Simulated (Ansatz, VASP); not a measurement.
**One calculation of Hf, two programs**

INCAR

```
SYSTEM = Hf
  ALGO = Normal
  EDIFF = 1E-8
  ENCUT = 520
  GGA = CA
  ISIF = 2
  ISMEAR = -1
  LASPH = .True.
  LCHARG = .False.
  LEFG = .True.
  LREAL = .False.
  LWAVE = .False.
  NBANDS = 11
  NELM = 80
  PREC = Accurate
  SIGMA = 0.03
```

File KPOINTS:

```
k-points
0
Gamma
  13 13 13
  0 0 0
```

File POSCAR:

```
Hf
1.0
    0.0000000000      2.2200000000      2.2200000000
    2.2200000000      0.0000000000      2.2200000000
    2.2200000000      2.2200000000      0.0000000000
Hf
1
Direct
    0.0000000000      0.0000000000      0.0000000000
```

Input for Ansatz:

```yaml
crystal:
  lattice:
    - [0.0, 2.22, 2.22]
    - [2.22, 0.0, 2.22]
    - [2.22, 2.22, 0.0]
  atoms:
    - { symbol: Hf, position: [0.0, 0.0, 0.0] }
kpoints:
  mp_grid: { grid: [13, 13, 13] }
  band_path:
    path:
      - [0.0, 0.0, 0.0]
      - [0.5, 0.0, 0.5]
      - [0.625, 0.25, 0.625]
      - [0.375, 0.375, 0.75]
      - [0.0, 0.0, 0.0]
      - [0.5, 0.5, 0.5]
      - [0.5, 0.25, 0.75]
      - [0.5, 0.0, 0.5]
    npoints: 14
scf:
  occupations: { method: fermi_dirac, width: 0.03 }
hamiltonian:
  xc: lda
  pseudopotentials: { kind: paw }
output:
  forces: true
  stress: true
  eigenvalues: true
  efg: { contact_densities: true }
  populations: true
  bader: true
  dos: { projected: true, de: 0.2, e_range: [-14, 8] }
  write_density: true
  write_potential: true
  elf: true
  volumetric_format: npy
```

Alike in both runs: task electric field gradients; functional LDA; k mesh 13 × 13 × 13; occupations fermi-dirac, width 0.03 eV; no spin polarisation.

|  | VASP | Ansatz |
| --- | --- | --- |
| version | VASP 6.6.1 | Ansatz 0.2.0 |
| potentials or method | VASP PAW LDA potentials, release 64 (Hf_pv) | PAW with Ansatz's default frozen-core files, scalar-relativistic |
| plane-wave cutoff (eV) | 520 | 420 |
| valence electrons in the cell | 10 | 26 |

```tsv
	VASP	Ansatz	Ansatz less VASP
pressure (GPa)	-5.5	-5.5	-0.02
Vzz of the field gradient on the site that differs most (V/Å²)	0.0	0.0	0.00
```

The two sets of potentials don't hold the same shells in valence. Ansatz warned: «gradients_without_spin_orbit».

The runs have no spin-orbit coupling, so splittings on Hf are missing.
